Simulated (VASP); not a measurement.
# K (Cmce) in VASP: a series of runs

The runs below take K through single point, with PBEsol.

Program: VASP 6.6.1. These are calculated values, not measurements. Logs are shortened: lines on timing, memory, paths and dates and some standing lists are left out, and cuts for length are marked.

### Step 1. Starting point

The structure is orthorhombic, space group Cmce (No. 64). Conventional cell: a = 5.343 Å, b = 16.949 Å, c = 7.070 Å, α = 90.00°, β = 90.00°, γ = 90.00°. K (site symmetry m) is surrounded by 3 K at 3.50 to 3.56 Å.

The cell was built by a generator and needn't be a form met in nature.

### Step 2. Single point, PBEsol

The input, INCAR:

```
ALGO = Fast
EDIFF = 1E-7
ENCUT = 520
GGA = PS
ISIF = 2
ISMEAR = 0
LASPH = True
LCHARG = False
LREAL = False
LWAVE = False
NBANDS = 26
NELM = 100
PREC = Accurate
SIGMA = 0.1
```

The input, KPOINTS:

```
k-points
0
Gamma
  4 4 4
```

The input, POSCAR:

```
K
1.0
    2.6714735410     -8.4744628945      0.0000000000
    2.6714735410      8.4744628945      0.0000000000
    0.0000000000      0.0000000000      7.0701233291
K
4
Direct
    0.0980000000      0.9020000000      0.9100000000
    0.5980000000      0.4020000000      0.5900000000
    0.9020000000      0.0980000000      0.0900000000
    0.4020000000      0.5980000000      0.4100000000
```

Potentials or basis: VASP PAW PBE potentials, release 64 (K_sv).

Launch:

```bash
cat potpaw_PBE.64/K_sv/POTCAR > POTCAR
mpirun -np 1 vasp_std > vasp.out
```

OUTCAR:

```text
EDIFF = 1E-7
   ENCUT = 520
   GGA = PS
   ISIF = 2
   ISMEAR = 0
   LASPH = True
   LREAL = False
   NELM = 100
   PREC = Accurate

 ion  position               nearest neighbor table
   1  0.098  0.902  0.910-   2 3.50   2 3.50   3 3.56
   2  0.598  0.402  0.590-   1 3.50   1 3.50   4 3.56
   3  0.902  0.098  0.090-   4 3.50   4 3.50   1 3.56
   4  0.402  0.598  0.410-   3 3.50   3 3.50   2 3.56

  LATTYP: Found a base centered orthorhombic cell.
 ALAT       =     5.3429470820
 B/A-ratio  =     3.1722054381
 C/A-ratio  =     1.3232628399

  Lattice vectors:

 A1 = (   2.6714735410,  -8.4744628945,   0.0000000000)
 A2 = (   2.6714735410,   8.4744628945,   0.0000000000)
 A3 = (   0.0000000000,   0.0000000000,   7.0701233291)

Analysis of symmetry for initial positions (statically):
=====================================================================
 Subroutine PRICEL returns:
 Original cell was already a primitive cell.

 Routine SETGRP: Setting up the symmetry group for a
 base centered orthorhombic supercell.

 Subroutine GETGRP returns: Found  8 space group operations
 (whereof  4 operations were pure point group operations)
 out of a pool of  8 trial point group operations.

The static configuration has the point symmetry C_2h.
 The point group associated with its full space group is D_2h.

Analysis of symmetry for dynamics (positions and initial velocities):
=====================================================================
 Subroutine PRICEL returns:
 Original cell was already a primitive cell.

 Routine SETGRP: Setting up the symmetry group for a
 base centered orthorhombic supercell.

 Subroutine GETGRP returns: Found  8 space group operations
 (whereof  4 operations were pure point group operations)
 out of a pool of  8 trial point group operations.

The dynamic configuration has the point symmetry C_2h.
 The point group associated with its full space group is D_2h.

 Subroutine INISYM returns: Found  8 space group operations
 (whereof  4 operations are pure point group operations),
 and found     1 'primitive' translations

----------------------------------------------------------------------------------------

                                     Primitive cell

  volume of cell :     320.1253

  direct lattice vectors                    reciprocal lattice vectors
     2.671473541 -8.474462895  0.000000000     0.187162625 -0.059000789  0.000000000
     2.671473541  8.474462895  0.000000000     0.187162625  0.059000789  0.000000000
     0.000000000  0.000000000  7.070123329     0.000000000  0.000000000  0.141440248

  length of vectors
     8.885566512  8.885566512  7.070123329     0.196242048  0.196242048  0.141440248

  position of ions in fractional coordinates (direct lattice)
     0.098000000  0.902000000  0.910000000
     0.598000000  0.402000000  0.590000000
     0.902000000  0.098000000  0.090000000
     0.402000000  0.598000000  0.410000000

  ion indices of the primitive-cell ions
   primitive index   ion index
                 1           1
                 2           2
                 3           3
                 4           4

----------------------------------------------------------------------------------------

 KPOINTS: k-points

Automatic generation of k-mesh.
 Grid dimensions read from file:
 generate k-points for:    4    4    4

 Generating k-lattice:

  Cartesian coordinates                     Fractional coordinates (reciprocal lattice)
     0.046790656 -0.014750197  0.000000000     0.250000000  0.000000000  0.000000000
     0.046790656  0.014750197  0.000000000     0.000000000  0.250000000  0.000000000
     0.000000000  0.000000000  0.035360062     0.000000000  0.000000000  0.250000000

  Length of vectors
     0.049060512  0.049060512  0.035360062

  Shift w.r.t. Gamma in fractional coordinates (k-lattice)
     0.000000000  0.000000000  0.000000000

 Subroutine IBZKPT returns following result:
 ===========================================

 Found     21 irreducible k-points:

 Following reciprocal coordinates:
            Coordinates               Weight
  0.000000  0.000000  0.000000      1.000000
  0.250000 -0.000000  0.000000      4.000000
  0.500000 -0.000000  0.000000      2.000000
  0.250000  0.250000  0.000000      2.000000
  0.500000  0.250000  0.000000      4.000000
 -0.250000  0.250000  0.000000      2.000000
[... 13 lines left out ...]
 -0.250000  0.250000  0.500000      2.000000
  0.500000  0.500000  0.500000      1.000000
   k-points           NKPTS =     21   k-points in BZ     NKDIM =     21   number of bands    NBANDS=     26
   number of dos      NEDOS =    301   number of ions     NIONS =      4
   total plane-waves  NPLWV = 264600
   dimension x,y,z NGX =    70 NGY =   70 NGZ =   54
   dimension x,y,z NGXF=   140 NGYF=  140 NGZF=  108
   ions per type =               4
   NGX,Y,Z   is equivalent  to a cutoff of  13.10, 13.10, 12.70 a.u.
   NGXF,Y,Z  is equivalent  to a cutoff of  26.19, 26.19, 25.39 a.u.
 SYSTEM =  unknown system
   PREC   = accura    normal or accurate (medium, high low for compatibility)
   ISTART =      0    job   : 0-new  1-cont  2-samecut
   ICHARG =      2    charge: 1-file 2-atom 10-const
   ISPIN  =      1    spin polarized calculation?
   LNONCOLLINEAR =      F non collinear calculations
   LSORBIT =      F    spin-orbit coupling
   LASPH  =      T    aspherical Exc in radial PAW
   ENCUT  =  520.0 eV  38.22 Ry    6.18 a.u.  16.52 16.52 13.15*2*pi/ulx,y,z
   NELM   =    100;   NELMIN=  2; NELMDL= -5     # of ELM steps
   EDIFF  = 0.1E-06   stopping-criterion for ELM
   LREAL  =      F    real-space projection
   EDIFFG = 0.1E-05   stopping-criterion for IOM
   NSW    =      0    number of steps for IOM
   IBRION =     -1    ionic relax: 0-MD 1-quasi-New 2-CG
   NFREE  =      0    steps in history (QN), initial steepest desc. (CG)
   ISIF   =      2    stress and relaxation
   ISYM   =      2    0-nonsym 1-usesym 2-fastsym
   POTIM  = 0.5000    time-step for ionic-motion
   TEBEG  =    0.0;   TEEND  =   0.0 temperature during run
   PSTRESS=    0.0 pullay stress
   NELECT =      36.0000    total number of electrons
   NUPDOWN=      -1.0000    fix difference up-down
   EMIN   =  10.00;   EMAX   =-10.00  energy-range for DOS
   EFERMI =   0.00;   METHOD = LEGACY
   ISMEAR =     0;   SIGMA  =   0.10  broadening in eV -4-tet -1-fermi 0-gaus
   EFERMI_NEDOS =   21; number of points for ismear=-14 and -15
   IALGO  =     68    algorithm
   IMIX   =      4    mixing-type and parameters
     AMIX     =   0.40;   BMIX     =  1.00
     AMIX_MAG =   1.60;   BMIX_MAG =  1.00
  volume/ion in A,a.u.               =      80.03       540.08
  Fermi-wavevector in a.u.,A,eV,Ry     =   0.790197  1.493257  8.495642  0.624412
  Thomas-Fermi vector in A             =   1.895491
   LORBIT       =      0    0 simple, 1 ext, 2 COOP (PROOUT), +10 PAW based schemes
   GGA     = PS    functional components
   LHFCALC =     F    Hartree Fock is set to
   AEXX    =    0.0000 exact exchange contribution
   IVDW    =     0    specifies the selected vdW correction
   LEPSILON=     F    determine dielectric tensor
   LRPA    =     F    only Hartree local field effects (RPA)
 non-spin polarized calculation
 RMM-DIIS sequential band-by-band and
 Gauss-broadening in eV      SIGMA  =   0.10
  energy-cutoff  :      520.00
  volume of cell :      320.13
 maximum number of plane-waves:      8656
 NGX is ok and might be reduce to    70
   NGX = 33   NGY = 33   NGZ = 27

 number of electron      35.9999999 magnetization

 Free energy of the ion-electron system (eV)
  ---------------------------------------------------
  ext. energy  EPLUGINS =         0.00000000
  ---------------------------------------------------
  free energy    TOTEN  =        -3.12204847 eV

  energy without entropy =       -3.09508672  energy(sigma->0) =       -3.10856760

 E-fermi :  -0.2383     XC(G=0):  -5.4161

 val. band max:       -0.2587666640   @ k =   0.2500  -0.0000   0.0000
 cond. band min:      -0.2124011436   @ k =  -0.2500   0.2500   0.5000
 fundamental gap:      0.0463655204
 Fermi energy:        -0.2383270947

 k-point     1 :       0.0000    0.0000    0.0000
  band No.  band energies     occupation
      1     -32.7827      2.00000
      2     -32.7617      2.00000
      3     -32.7319      2.00000
      4     -32.7111      2.00000
      5     -16.4711      2.00000
      6     -16.4509      2.00000
[... 18 lines left out ...]
     25       2.3842      0.00000
     26       2.6026      0.00000

 k-point     2 :       0.2500   -0.0000    0.0000
  band No.  band energies     occupation
      1     -32.7752      2.00000
      2     -32.7542      2.00000
      3     -32.7393      2.00000
      4     -32.7185      2.00000
      5     -16.4699      2.00000
      6     -16.4665      2.00000
[... 18 lines left out ...]
     25       2.0441      0.00000
     26       2.3769      0.00000

 k-point     3 :       0.5000   -0.0000    0.0000
  band No.  band energies     occupation
      1     -32.7571      2.00000
      2     -32.7571      2.00000
      3     -32.7363      2.00000
      4     -32.7363      2.00000
      5     -16.4738      2.00000
      6     -16.4738      2.00000
[... 18 lines left out ...]
     25       1.9792      0.00000
     26       1.9794      0.00000

 k-point     4 :       0.2500    0.2500    0.0000
  band No.  band energies     occupation
      1     -32.7572      2.00000
      2     -32.7571      2.00000
      3     -32.7363      2.00000
      4     -32.7363      2.00000
      5     -16.4740      2.00000
      6     -16.4736      2.00000
[... 18 lines left out ...]
     25       2.0150      0.00000
     26       2.0684      0.00000
[... 409 lines left out ...]
      1     -32.7674      2.00000
      2     -32.7674      2.00000
      3     -32.7261      2.00000
      4     -32.7261      2.00000
      5     -16.4590      2.00000
      6     -16.4590      2.00000
[... 18 lines left out ...]
     25       2.4805      0.00000
     26       2.5789      0.00000

 k-point    20 :      -0.2500    0.2500    0.5000
  band No.  band energies     occupation
      1     -32.7741      2.00000
      2     -32.7741      2.00000
      3     -32.7195      2.00000
      4     -32.7195      2.00000
      5     -16.4370      2.00000
      6     -16.4370      2.00000
[... 18 lines left out ...]
     25       2.6697      0.00000
     26       2.7184      0.00000

 k-point    21 :       0.5000    0.5000    0.5000
  band No.  band energies     occupation
      1     -32.7741      2.00000
      2     -32.7741      2.00000
      3     -32.7195      2.00000
      4     -32.7195      2.00000
      5     -16.4369      2.00000
      6     -16.4369      2.00000
[... 18 lines left out ...]
     25       2.6958      0.00000
     26       2.7314      0.00000

------------------------ aborting loop because EDIFF is reached ----------------------------------------

  FORCE on cell =-STRESS in cart. coord.  units (eV):
  Direction    XX          YY          ZZ          XY          YZ          ZX
  --------------------------------------------------------------------------------------
  -------------------------------------------------------------------------------------
  Total        1.9626941      0.6676800      1.1304167      0.0000000     -0.0000000      0.0000000
  in kB        9.8229778      3.3416343      5.6575592      0.0000000     -0.0000000      0.0000000
  external PRESSURE =       6.2740571 kB  Pullay stress =       0.0000000 kB

 VOLUME and BASIS-vectors are now :
 -----------------------------------------------------------------------------
  energy-cutoff  :      520.00
  volume of cell :      320.13
      direct lattice vectors                 reciprocal lattice vectors
     2.671473541 -8.474462895  0.000000000     0.187162625 -0.059000789  0.000000000
     2.671473541  8.474462895  0.000000000     0.187162625  0.059000789  0.000000000
     0.000000000  0.000000000  7.070123329     0.000000000  0.000000000  0.141440248

 POSITION                                       TOTAL-FORCE (eV/Angst)
 -----------------------------------------------------------------------------------
      2.67147      6.81347      6.43381         0.000000     -0.372593      0.529648
      2.67147     -1.66099      4.17137         0.000000     -0.372593     -0.529648
      2.67147     -6.81347      0.63631         0.000000      0.372593     -0.529648
      2.67147      1.66099      2.89875         0.000000      0.372593      0.529648
 -----------------------------------------------------------------------------------
    total drift:                               -0.000000     -0.000000      0.000000

  FREE ENERGIE OF THE ION-ELECTRON SYSTEM (eV)
  ---------------------------------------------------
  free  energy   TOTEN  =        -3.1220484729 eV

  energy  without entropy=       -3.0950867229  energy(sigma->0) =       -3.10856760
```

It took 6.2 min on 1 thread of Intel Xeon Platinum 8488C (Sapphire Rapids), shared host; peak memory 0.6 GiB.

Results:

- Free energy: -3.1220 eV
- Pressure: 0.6 GPa
- Largest force: 0.648 eV/Å
- Band gap on the k mesh: none (metal or under the smearing width)

Forces on the atoms (eV/Å):
```
K    0.000 -0.373  0.530
K    0.000 -0.373 -0.530
K    0.000  0.373 -0.530
K    0.000  0.373  0.530
```

Stress tensor (GPa, compression positive):
```
0.98 0.00 0.00
0.00 0.33 0.00
0.00 0.00 0.57
```

Levels at points of the mesh, in eV from the Fermi level:
```
           k point  band 14  band 15  band 16  band 17  band 18  band 19  band 20  band 21  band 22  band 23
(0.00, 0.00, 0.00)   -15.94   -15.92   -15.92    -2.13    -0.02     0.26     0.60     0.94     1.92     2.01
(0.50, 0.00, 0.00)   -15.92   -15.91   -15.91    -0.57    -0.57     0.49     0.49     1.75     1.75     1.85
(0.50, 0.50, 0.00)   -15.94   -15.92   -15.92    -1.78    -1.22     0.79     1.07     1.40     1.52     2.01
(0.00, 0.00, 0.50)   -15.95   -15.93   -15.93    -1.30    -1.30     0.73     0.73     0.89     0.89     2.20
(0.50, 0.00, 0.50)   -15.92   -15.91   -15.91     0.13     0.13     0.15     0.15     1.03     1.03     1.19
(0.50, 0.50, 0.50)   -15.95   -15.93   -15.93    -1.01    -1.01    -0.38    -0.38     2.08     2.08     2.48
```

Caveat: the PAW data sets were made with another functional, which shifts forces and pressure a little.

### Step 3. Single point, PBEsol

This run uses another cell than the first one, of 80.63 Å³/atom, 1.007 times its volume.

The input, INCAR:

```
ALGO = Fast
EDIFF = 1E-6
ENCUT = 520
GGA = PS
ISIF = 2
ISMEAR = 0
LASPH = T
LCHARG = F
LREAL = F
LWAVE = F
NBANDS = 26
NELM = 100
PREC = Accurate
SIGMA = 0.1
```

KPOINTS is that of step 2.

The input, POSCAR:

```
K
1.0
    3.6218532898     -6.1383696611      0.0000000000
    3.6218532898      6.1383696611      0.0000000000
    0.0000000000      0.0000000000      7.2533419444
K
4
Direct
    0.1525000000      0.8475000000      0.0785000000
    0.6525000000      0.3475000000      0.4215000000
    0.8475000000      0.1525000000      0.9215000000
    0.3475000000      0.6525000000      0.5785000000
```

Potentials or basis: VASP PAW PBE potentials, release 64 (K_sv).

Launch:

```bash
cat potpaw_PBE.64/K_sv/POTCAR > POTCAR
mpirun -np 1 vasp_std > vasp.out
```

Run time: 2.9 min. Hardware: 1 thread of Intel Xeon Platinum 8488C (Sapphire Rapids), shared host; peak memory 0.45 GiB.

It converged, with:

| Property | Result |
| --- | --- |
| Free energy | -3.9065 eV |
| Pressure | 0.1 GPa |
| Largest force | 0.038 eV/Å |
| Band gap on the k mesh | none (metal or under the smearing width) |

Forces on the atoms (eV/Å):
```
K    0.000 -0.038 -0.008
K    0.000 -0.038  0.008
K    0.000  0.038  0.008
K    0.000  0.038 -0.008
```

Stress tensor (GPa, compression positive):
```
0.02 0.00 0.00
0.00 0.27 0.00
0.00 0.00 0.00
```

Levels at points of the mesh, in eV from the Fermi level:
| k point | band 15 | band 16 | band 17 | band 18 | band 19 | band 20 | band 21 | band 22 |
| --- | --- | --- | --- | --- | --- | --- | --- | --- |
| (0.00, 0.00, 0.00) | -15.66 | -15.66 | -2.00 | 0.81 | 0.93 | 1.44 | 1.57 | 1.60 |
| (0.50, 0.00, 0.00) | -15.66 | -15.66 | -0.94 | -0.94 | 0.97 | 0.97 | 1.47 | 1.47 |
| (0.50, 0.50, 0.00) | -15.66 | -15.65 | -1.10 | -0.69 | 0.77 | 0.97 | 1.47 | 1.57 |
| (0.00, 0.00, 0.50) | -15.66 | -15.66 | -1.21 | -1.21 | 1.68 | 1.68 | 2.03 | 2.03 |
| (0.50, 0.00, 0.50) | -15.66 | -15.66 | -0.32 | -0.32 | -0.11 | -0.11 | 1.33 | 1.33 |
| (0.50, 0.50, 0.50) | -15.66 | -15.66 | -0.36 | -0.36 | 0.02 | 0.02 | 1.33 | 1.33 |

Caveat: the PAW data sets were made with another functional, which shifts forces and pressure a little.
